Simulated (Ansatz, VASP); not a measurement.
**One calculation of Al, two programs**

```
Al
1.0
     2.75766    0.00000    0.00000
     0.00000    2.75766    0.00000
     0.00000    0.00000    2.75766
Al
1
Direct
  0.00000 0.00000 0.00000
```

Alike in both runs: task single point; functional PBE; k mesh 13 × 13 × 13; occupations fermi-dirac, width 0.1 eV; no spin polarisation.

```csv
,VASP,Ansatz
version,VASP 6.6.1,Ansatz 0.2.0
potentials or method,"VASP PAW PBE potentials, release 64 (Al)","plane waves (420 eV) with PAW, scalar-relativistic"
plane-wave cutoff (eV),520,420
valence electrons in the cell,3,3
```

|  | VASP | Ansatz | Ansatz less VASP |
| --- | --- | --- | --- |
| pressure (GPa) | -2.1 | -2.1 | +0.02 |
